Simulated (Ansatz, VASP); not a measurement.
# Two plane-wave programs on PtSe

The input INCAR:

```
ALGO = Normal ; EDIFF = 1E-7
ENCUT = 520 ; GGA = PE
ISIF = 2 ; ISMEAR = -1
LASPH = True ; LCHARG = False
LREAL = False ; LWAVE = False
NBANDS = 15 ; NELM = 60
PREC = Accurate ; SIGMA = 0.05
```

KPOINTS

```
k-points
0
Gamma
  8 8 7
```

Contents of POSCAR:

```
PtSe
1.0
    3.6263007515      0.0000000000      0.0000000000
   -1.8131503709      3.1404685752      0.0000000000
    0.0000000000      0.0000000000      3.5390898656
Pt Se
1 1
Direct
    0.0000000000      0.0000000000      0.0000000000
    0.6666666667      0.3333333333      0.5000000000
```

The input input.yaml:

```yaml
crystal:
  lattice:
    - [3.6263007515, 0.0, 0.0]
    - [-1.8131503709, 3.1404685752, 0.0]
    - [0.0, 0.0, 3.5390898656]
  atoms:
    - { symbol: Pt, position: [0.0, 0.0, 0.0] }
    - { symbol: Se, position: [0.6666666667, 0.3333333333, 0.5] }
hamiltonian:
  xc: pbe
  pseudopotentials: { kind: paw }
kpoints:
  mp_grid: { grid: [8, 8, 7] }
scf:
  occupations: { method: fermi_dirac, width: 0.05 }
output:
  forces: true
  stress: true
  eigenvalues: true
  write_density: true
  write_potential: true
  elf: true
  volumetric_format: npy
```

The cell comes from a database or a generator and needn't be the stable form of this composition.

Alike in both runs: task single point; functional PBE; k mesh 8 × 8 × 7; occupations fermi-dirac, width 0.05 eV; no spin polarisation.

|  | VASP | Ansatz |
| --- | --- | --- |
| version | VASP 6.6.1 | Ansatz 0.2.0 |
| potentials or method | VASP PAW PBE potentials, release 64 (Pt, Se) | Ansatz PAW |
| plane-wave cutoff (eV) | 520 | 420 |
| valence electrons in the cell | 16 | 34 |

Ansatz gave:

```
gap on the k mesh at the Fermi level (eV)       : none
pressure (GPa)                                  : -6.8
largest component of the traceless stress (GPa) : 2.54
```

Problem. What did VASP give for the same quantities?

Solution. gap on the k mesh at the Fermi level (eV): none; pressure (GPa): -6.9; largest component of the traceless stress (GPa): 2.56.

A gap of «none» marks a metal or a gap that the smearing closes. The functional is the same, so the differences come from potentials, cutoffs and numerics. The two sets of potentials don't hold the same shells in valence.

Spin-orbit coupling is left out, which matters for the levels of Pt.
